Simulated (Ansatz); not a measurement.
## Smearing, entropy and the zero-width energy in CuO

These are results of DFT PBEsol, scalar-relativistic, plane waves, PAW in Ansatz, not measurements.

```xyz
4
Lattice="2.3447 -1.7134 0.0000 2.3447 1.7134 0.0000 -0.8606 0.0000 5.0594" Properties=species:S:1:pos:R:3 pbc="T T T"
Cu    1.1723    0.8457    0.0000
Cu    0.7421   -0.8457    2.5297
O     2.0724   -0.2841    1.2836
O     1.6421    0.2841    3.8133
```

- plane-wave cutoff: 420 eV
- Γ-centred k-mesh: 16×16×8
- spin treatment: unpolarised

The same metal under several smearings of width σ, on one mesh. F is the free energy, TS the smearing's entropy term for the cell of 4 atoms, and E = F + TS. Gaussian occupations are ½ erfc[(ε − μ)/σ], and N counts both spins.

```
       rule  σ (eV) F − F(narrowest) (meV/atom) TS (meV/cell)
Fermi–Dirac    0.01                       -0.075          0.734
Fermi–Dirac    0.02                       -0.358          3.051
Fermi–Dirac    0.05                       -2.303         18.102
Fermi–Dirac     0.5                     -216.674       1689.734
   Gaussian    0.01                        0.000          0.098
   Gaussian    0.05                       -0.339          2.921
   Gaussian     0.1                       -1.419         11.280
   Gaussian     0.2                       -5.508         43.175
   Gaussian     0.5                      -34.568        277.220
```

Q: For a density of states N (both spins) that is flat over the smeared range, TS = Nσ²/2 (Gaussian) and (π²/3)Nσ² (Fermi–Dirac). What N does each run give?

A:
| rule | σ (eV) | N (states/eV a cell) |
| --- | --- | --- |
| Fermi–Dirac | 0.01 | 2.23 |
| Fermi–Dirac | 0.02 | 2.32 |
| Fermi–Dirac | 0.05 | 2.20 |
| Fermi–Dirac | 0.5 | 2.05 |
| Gaussian | 0.01 | 1.96 |
| Gaussian | 0.05 | 2.34 |
| Gaussian | 0.1 | 2.26 |
| Gaussian | 0.2 | 2.16 |
| Gaussian | 0.5 | 2.22 |

Equal entropy needs σ_Gauss = π√(2/3) σ_FD = 2.57 σ_FD, so a Fermi–Dirac width acts like a Gaussian one 2.57 times as large. At moderate widths N lies between 2.16 and 2.34, nearly constant, so the density of states is smooth near the Fermi level and the mesh resolves it. At the narrowest widths only the few mesh levels within σ of μ count, so N can scatter there.

Q: To second order F = E0 − TS/2 and E = E0 + TS/2. How well does E0 = (E + F)/2 undo the smearing?

A:
```csv
rule,σ (eV),F − E0(narrowest) (meV/atom),(E + F)/2 − E0(narrowest) (meV/atom)
Fermi–Dirac,0.01,-0.09,0.00
Fermi–Dirac,0.02,-0.37,0.01
Fermi–Dirac,0.05,-2.31,-0.05
Fermi–Dirac,0.5,-216.69,-5.47
Gaussian,0.01,-0.01,0.00
Gaussian,0.05,-0.35,0.01
Gaussian,0.1,-1.43,-0.02
Gaussian,0.2,-5.52,-0.12
Gaussian,0.5,-34.58,0.07
```

At Gaussian 0.2 eV the free energy is off by -5.52 meV/atom and the mean by -0.12. What remains is of order σ⁴ plus the mesh error of the narrowest run, which is no exact reference. Forces and stress are derivatives of F, not of E0, so they keep the σ² error.

4 further runs of this set aren't shown.

The quadratic growth of the entropy term reflects a finite, fairly even density of states at the Fermi level, and averaging E and F removes most of the resulting shift. The much larger residue for Fermi–Dirac at 0.5 eV probably comes from its long tails, which reach band structure where the flat-density picture fails. The small Gaussian residue at the same width suggests cancellation among higher-order terms, since the error changes sign between 0.2 and 0.5 eV.

The metal itself conflicts with the known behaviour of CuO, an antiferromagnetic insulator with a charge-transfer gap. Formally d⁹ Cu(II) leaves a half-filled antibonding band of Cu 3d and O 2p character. The unpolarised calculation excludes the local moments and their ordering, while the semilocal functional treats the on-site Cu 3d correlation too weakly. The fitted N therefore describes this constrained metallic state, not real CuO. In a gapped solution the entropy would be strongly suppressed at widths well below the gap, so the quadratic law found here would not carry over.
